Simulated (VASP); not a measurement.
# Be2C in VASP: one cell, several levels of theory, part 2 of 2

VASP 6.6.1, plane waves, PAW. Earlier steps stand in the parts before.

### 3 Single point with r2SCAN

File INCAR:

```
ENCUT = 520.000000
SIGMA = 0.010000
EDIFF = 1.00e-07
ALGO = Normal
METAGGA = R2SCAN
PREC = Accurate
IBRION = -1
ISIF = 2
ISMEAR = 0
NBANDS = 11
NELM = 120
NSW = 0
LASPH = .TRUE.
LCHARG = .TRUE.
LELF = .TRUE.
LWAVE = .FALSE.
LREAL = .FALSE.
```

File KPOINTS:

```
KPOINTS created by Atomic Simulation Environment
0
Gamma
10 10 10
0 0 0
```

File KPOINTS_OPT:

```
special points
7
Reciprocal
0.0000000000 0.0000000000 0.0000000000 1
0.5000000000 0.0000000000 0.5000000000 1
0.6250000000 0.2500000000 0.6250000000 1
0.3750000000 0.3750000000 0.7500000000 1
0.5000000000 0.5000000000 0.5000000000 1
0.5000000000 0.2500000000 0.7500000000 1
0.0000000000 0.5000000000 0.5000000000 1
```

File POSCAR:

```
C  Be
 1.0000000000000000
     0.0000000000000000    2.1388807821000002    2.1388807821000002
     2.1388807821000002    0.0000000000000000    2.1388807821000002
     2.1388807821000002    2.1388807821000002    0.0000000000000000
 C   Be
   1   2
Cartesian
  0.0000000000000000  0.0000000000000000  0.0000000000000000
  1.0694403910500001  1.0694403910500001  1.0694403910500001
  3.2083211731500003  3.2083211731500003  3.2083211731500003
```

Command:

```bash
> mpirun -np 1 vasp_std
```

Standard output, without the iteration lines:

```text
POSCAR found type information on POSCAR C Be
 POSCAR found :  2 types and       3 ions
 -----------------------------------------------------------------------------
|                                                                             |
|                                                                             |
|     You enforced a specific xc type in the INCAR file but a different       |
|     I HOPE YOU KNOW WHAT YOU ARE DOING!                                     |
|                                                                             |
 -----------------------------------------------------------------------------

 LDA part: xc-table for (None), standard interpolation
 POSCAR, INCAR and KPOINTS ok, starting setup
 FFT: planning ... GRIDC
 FFT: planning ... GRID_SOFT
 FFT: planning ... GRID
 WAVECAR not read
 entering main loop
 Start KPOINTS_OPT (optional k-point list driver)
k-point batch [1-7\7]
```

OSZICAR:

```text
N       E                     dE             d eps       ncg     rms          rms(c)
DAV:   1     0.189464176387E+01    0.18946E+01   -0.42539E+03  1034   0.698E+02
DAV:   2    -0.209292869877E+02   -0.22824E+02   -0.21352E+02  1341   0.129E+02
DAV:   3    -0.216498814896E+02   -0.72059E+00   -0.71771E+00  1366   0.180E+01
DAV:   4    -0.216532025869E+02   -0.33211E-02   -0.33207E-02  1165   0.142E+00
DAV:   5    -0.216532186869E+02   -0.16100E-04   -0.16100E-04  1312   0.877E-02    0.528E+00
DAV:   6    -0.193787299492E+02    0.22745E+01   -0.25756E+00  1157   0.824E+00    0.261E+00
DAV:   7    -0.194248643328E+02   -0.46134E-01   -0.29600E-01  1256   0.349E+00    0.148E+00
DAV:   8    -0.194546224485E+02   -0.29758E-01   -0.35738E-02  1073   0.160E+00    0.177E-01
DAV:   9    -0.194546933368E+02   -0.70888E-04   -0.29505E-04  1291   0.143E-01    0.653E-02
DAV:  10    -0.194547807501E+02   -0.87413E-04   -0.12461E-04  1075   0.107E-01    0.569E-03
DAV:  11    -0.194547779777E+02    0.27724E-05   -0.31144E-06  1275   0.128E-02    0.239E-03
DAV:  12    -0.194547753526E+02    0.26251E-05   -0.34968E-07  1168   0.555E-03    0.427E-04
DAV:  13    -0.194547753282E+02    0.24386E-07   -0.67130E-09   604   0.596E-04
   1 F= -.19454775E+02 E0= -.19454775E+02  d E =-.122577E-28
       N       E                     dE             ncg
DAV:   1     0.544445378037E+03   -0.20679E+04      154
DAV:   2     0.396106846796E+03   -0.14834E+03      235
DAV:   3     0.392783441747E+03   -0.33234E+01      212
DAV:   4     0.392771729915E+03   -0.11712E-01      180
DAV:   5     0.392771683175E+03   -0.46740E-04      201
DAV:   6     0.392771682913E+03   -0.26196E-06      198
DAV:   7     0.392771682911E+03   -0.14443E-08      193
```

OUTCAR, selected sections:

```text
k-points           NKPTS =     47   k-points in BZ     NKDIM =     47   number of bands    NBANDS=     11

   NELECT =       8.0000    total number of electrons

   dimension x,y,z NGX =    24 NGY =   24 NGZ =   24
   dimension x,y,z NGXF=    48 NGYF=   48 NGZF=   48

  energy-cutoff  :      520.00
  volume of cell :       19.57
      direct lattice vectors                 reciprocal lattice vectors
     0.000000000  2.138880782  2.138880782    -0.233767120  0.233767120  0.233767120
     2.138880782  0.000000000  2.138880782     0.233767120 -0.233767120  0.233767120
     2.138880782  2.138880782  0.000000000     0.233767120  0.233767120 -0.233767120

 k-points in reciprocal lattice and weights: KPOINTS created by Atomic Simulation Env
   0.00000000  0.00000000  0.00000000       0.001
   0.10000000  0.00000000  0.00000000       0.008
   0.20000000  0.00000000  0.00000000       0.008
   0.30000000  0.00000000  0.00000000       0.008
   0.40000000  0.00000000  0.00000000       0.008
   0.50000000  0.00000000  0.00000000       0.004
   0.10000000  0.10000000  0.00000000       0.006
   0.20000000  0.10000000  0.00000000       0.024
[... 39 more k-points ...]

 E-fermi :   8.1407

 k-point     1 :       0.0000    0.0000    0.0000
  band No.  band energies     occupation
      1      -8.1441      2.00000
      2       8.0662      2.00000
      3       8.0662      2.00000
      4       8.0662      2.00000
      5      12.7530      0.00000
      6      12.7530      0.00000
      7      12.7530      0.00000
      8      15.8897      0.00000
      9      22.7385      0.00000
     10      22.7385      0.00000
     11      22.7385      0.00000

 k-point     2 :       0.1000    0.0000    0.0000
  band No.  band energies     occupation
      1      -7.9727      2.00000
      2       6.6675      2.00000
      3       7.7458      2.00000
      4       7.7458      2.00000
      5      13.2308      0.00000
      6      13.2308      0.00000
      7      13.6612      0.00000
      8      16.2810      0.00000
      9      21.3905      0.00000
     10      21.3905      0.00000
     11      23.1454      0.00000

 k-point     3 :       0.2000    0.0000    0.0000
  band No.  band energies     occupation
      1      -7.4657      2.00000
      2       4.1741      2.00000
      3       7.1218      2.00000
      4       7.1218      2.00000
      5      14.0355      0.00000
      6      14.0355      0.00000
      7      14.7119      0.00000
      8      17.3045      0.00000
      9      20.3256      0.00000
     10      20.3256      0.00000
     11      24.2954      0.00000

 k-point     4 :       0.3000    0.0000    0.0000
  band No.  band energies     occupation
      1      -6.6568      2.00000
      2       1.7179      2.00000
      3       6.5704      2.00000
      4       6.5704      2.00000
      5      14.1827      0.00000
      6      14.1827      0.00000
      7      15.3925      0.00000
      8      18.2829      0.00000
      9      20.9752      0.00000
     10      20.9752      0.00000
     11      25.7110      0.00000

 k-point     5 :       0.4000    0.0000    0.0000
  band No.  band energies     occupation
      1      -5.6788      2.00000
      2      -0.3043      2.00000
      3       6.2226      2.00000
      4       6.2226      2.00000
      5      13.8472      0.00000
      6      13.8472      0.00000
      7      15.8532      0.00000
      8      18.8923      0.00000
      9      22.8726      0.00000
     10      22.8726      0.00000
     11      26.7511      0.00000

 k-point     6 :       0.5000    0.0000    0.0000
  band No.  band energies     occupation
      1      -5.0986      2.00000
      2      -1.2400      2.00000
      3       6.1059      2.00000
      4       6.1059      2.00000
      5      13.6698      0.00000
      6      13.6698      0.00000
      7      16.0261      0.00000
      8      19.1027      0.00000
      9      24.1760      0.00000
     10      24.1760      0.00000
     11      27.2056      0.00000

 k-point     7 :       0.1000    0.1000    0.0000
  band No.  band energies     occupation
      1      -7.9159      2.00000
      2       7.0796      2.00000
      3       7.0796      2.00000
      4       7.3375      2.00000
      5      12.9081      0.00000
      6      13.9857      0.00000
      7      13.9857      0.00000
      8      16.0621      0.00000
      9      20.1184      0.00000
     10      23.3639      0.00000
     11      23.3639      0.00000

 k-point     8 :       0.2000    0.1000    0.0000
  band No.  band energies     occupation
      1      -7.5217      2.00000
      2       5.0082      2.00000
      3       6.3252      2.00000
      4       7.1429      2.00000
      5      13.4101      0.00000
      6      14.9933      0.00000
      7      15.0326      0.00000
      8      15.9394      0.00000
      9      19.7387      0.00000
     10      22.7164      0.00000
     11      24.3043      0.00000

 k-point     9 :       0.3000    0.1000    0.0000
  band No.  band energies     occupation
      1      -6.8127      2.00000
      2       2.5780      2.00000
      3       5.7815      2.00000
      4       6.6066      2.00000
      5      13.7652      0.00000
      6      15.3931      0.00000
      7      15.6933      0.00000
      8      16.6386      0.00000
      9      20.3983      0.00000
     10      22.7243      0.00000
     11      25.6145      0.00000

 k-point    10 :       0.4000    0.1000    0.0000
  band No.  band energies     occupation
      1      -5.8736      2.00000
      2       0.4194      2.00000
      3       5.5462      2.00000
      4       5.9799      2.00000
      5      13.5336      0.00000
      6      15.0371      0.00000
      7      16.3018      0.00000
      8      18.1772      0.00000
      9      21.4325      0.00000
     10      23.9407      0.00000
     11      26.6882      0.00000

 k-point    11 :       0.5000    0.1000    0.0000
  band No.  band energies     occupation
      1      -5.0631      2.00000
      2      -0.9661      2.00000
      3       5.4711      2.00000
      4       5.6318      2.00000
      5      13.5016      0.00000
      6      14.5569      0.00000
      7      16.5684      0.00000
      8      19.3815      0.00000
      9      22.8404      0.00000
     10      24.2470      0.00000
     11      27.1328      0.00000

 k-point    12 :      -0.4000    0.1000    0.0000
  band No.  band energies     occupation
      1      -5.2680      2.00000
      2      -0.6470      2.00000
      3       5.1918      2.00000
      4       6.0065      2.00000
      5      13.8381      0.00000
      6      14.3366      0.00000
      7      16.4833      0.00000
      8      19.3827      0.00000
      9      22.1661      0.00000
     10      24.0685      0.00000
     11      26.9179      0.00000

 k-point    13 :      -0.3000    0.1000    0.0000
  band No.  band energies     occupation
      1      -6.1999      2.00000
      2       1.0774      2.00000
      3       5.2060      2.00000
      4       6.6019      2.00000
      5      14.3785      0.00000
      6      14.4149      0.00000
      7      16.1176      0.00000
      8      18.4435      0.00000
      9      19.7910      0.00000
     10      23.7756      0.00000
     11      26.3458      0.00000

 k-point    14 :      -0.2000    0.1000    0.0000
  band No.  band energies     occupation
      1      -7.0806      2.00000
      2       3.3451      2.00000
      3       5.5480      2.00000
      4       7.2947      2.00000
      5      14.1651      0.00000
      6      14.7286      0.00000
      7      15.6695      0.00000
      8      17.1448      0.00000
      9      18.6280      0.00000
     10      22.8984      0.00000
     11      25.1460      0.00000

 k-point    15 :      -0.1000    0.1000    0.0000
  band No.  band energies     occupation
      1      -7.6896      2.00000
      2       5.5700      2.00000
      3       6.3399      2.00000
      4       7.8210      2.00000
      5      13.4111      0.00000
      6      14.2397      0.00000
      7      14.6413      0.00000
      8      16.5403      0.00000
      9      19.4034      0.00000
     10      22.2131      0.00000
     11      23.9181      0.00000

 k-point    16 :       0.2000    0.2000    0.0000
  band No.  band energies     occupation
      1      -7.2459      2.00000
      2       5.4667      2.00000
      3       5.4667      2.00000
      4       5.6789      2.00000
      5      13.3243      0.00000
      6      14.1395      0.00000
      7      16.2958      0.00000
      8      16.2958      0.00000
      9      20.4038      0.00000
     10      25.1649      0.00000
     11      25.1649      0.00000

[... the tables of k-points 17 to 47 left out ...]

  Total        0.9271928      0.9271928      0.9271928     -0.0000000     -0.0000000      0.0000000
  in kB       75.9085896     75.9085896     75.9085896     -0.0000000     -0.0000000      0.0000000
  external PRESSURE =      75.9085896 kB  Pullay stress =       0.0000000 kB

 POSITION                                       TOTAL-FORCE (eV/Angst)
 -----------------------------------------------------------------------------------
      0.00000      0.00000      0.00000        -0.000000     -0.000000      0.000000
      1.06944      1.06944      1.06944        -0.000000     -0.000000     -0.000000
      3.20832      3.20832      3.20832         0.000000      0.000000      0.000000
 -----------------------------------------------------------------------------------
    total drift:                               -0.000000     -0.000000      0.000000

  FREE ENERGIE OF THE ION-ELECTRON SYSTEM (eV)
  ---------------------------------------------------
  free  energy   TOTEN  =       -19.4547753282 eV

  energy  without entropy=      -19.4547753282  energy(sigma->0) =      -19.45477533
```

Hardware: 1 MPI rank of Intel Xeon Platinum 8488C, shared host.

The levels at the points of KPOINTS_OPT are read from vasprun.xml.

Levels at the named points, in eV from the top of band v (v: the last filled band by count, c: the next):

```
point    v−1      v     c   c+1
    Γ   0.00   0.00  4.69  4.69
    X  -5.06  -5.06  1.54  6.42
    U  -6.74  -4.27  3.81  9.21
    K  -6.74  -4.27  3.81  9.21
    L  -1.96  -1.96  5.60  5.60
    W  -6.33  -6.33  6.39  9.11
```

r2SCAN gives an indirect gap of 1.54 eV, from Γ to X; the least direct gap is 4.69 eV. Pressure: 7.59 GPa; the forces vanish within 0.01 eV/Å.

Axes a, b and c in the maps are those of this run's conventional cell (a, b, c = 4.278, 4.278, 4.278 Å).

Density in a lattice plane of the grid's cell (edges 4.28 and 4.28 Å, at 0.250 of the third edge), which holds Be.

Values in e/Å³, 12 rows by 12 columns:
```
0.37 0.35 0.31 0.29 0.31 0.35 0.37 0.35 0.31 0.29 0.31 0.35
0.32 0.31 0.25 0.18 0.24 0.31 0.32 0.31 0.25 0.18 0.24 0.31
0.30 0.29 0.18 0.08 0.18 0.29 0.30 0.29 0.18 0.08 0.18 0.29
0.32 0.31 0.24 0.18 0.25 0.31 0.32 0.31 0.24 0.18 0.25 0.31
0.37 0.35 0.31 0.29 0.31 0.35 0.37 0.35 0.31 0.29 0.31 0.35
0.39 0.37 0.32 0.30 0.32 0.37 0.39 0.37 0.32 0.30 0.32 0.37
0.37 0.35 0.31 0.29 0.31 0.35 0.37 0.35 0.31 0.29 0.31 0.35
0.32 0.31 0.25 0.18 0.24 0.31 0.32 0.31 0.25 0.18 0.24 0.31
0.30 0.29 0.18 0.08 0.18 0.29 0.30 0.29 0.18 0.08 0.18 0.29
0.32 0.31 0.24 0.18 0.25 0.31 0.32 0.31 0.24 0.18 0.25 0.31
0.37 0.35 0.31 0.29 0.31 0.35 0.37 0.35 0.31 0.29 0.31 0.35
0.39 0.37 0.32 0.30 0.32 0.37 0.39 0.37 0.32 0.30 0.32 0.37
```
Columns run along the first of these edges and rows up along the second, over one cell in 12 and 12 even steps from the bottom left corner. Atoms in the plane (fractional): Be at (0.25, 0.25), Be at (0.75, 0.75), Be at (0.25, 0.75), Be at (0.75, 0.25).

ELF in the same plane.

Ten even steps from '0' (0.00) to '9' (0.65):
```
999876567899999876567899
998764346789998764346789
887532123578887532123578
665310001356665310001356
654200000245654200000245
665310001356665310001356
887532123578887532123578
998764346789998764346789
999876567899999876567899
999876667899999876667899
999876567899999876567899
998764346789998764346789
887532123578887532123578
665310001356665310001356
654200000245654200000245
665310001356665310001356
887532123578887532123578
998764346789998764346789
999876567899999876567899
999876667899999876667899
```
Columns run along the first of these edges and rows up along the second, over one cell in 24 and 20 even steps from the bottom left corner. Atoms in the plane (fractional): Be at (0.25, 0.25), Be at (0.75, 0.75), Be at (0.25, 0.75), Be at (0.75, 0.25).

Both are smooth fields of the valence electrons: close to the nuclei they are not physical.

Maxima of ELF outside the ion cores: 0.83 in the shell around C, 0.8 Å from C.

### 4 Summary

The summary covers parts 1 to 2.

| level | gap (eV) | pressure (GPa) | Ansatz: gap (eV) | Ansatz: pressure (GPa) |
| --- | --- | --- | --- | --- |
| PBE | 1.17 | 8.01 | 1.19 | 7.59 |
| r2SCAN | 1.54 | 7.59 | 1.55 | 6.57 |

**Reading.** The gap runs from 1.17 eV (PBE) to 1.54 eV (r2SCAN). The two programs agree on the gap within 0.02 eV, far less than the spread between functionals. Datasets and cutoffs are each program's own.
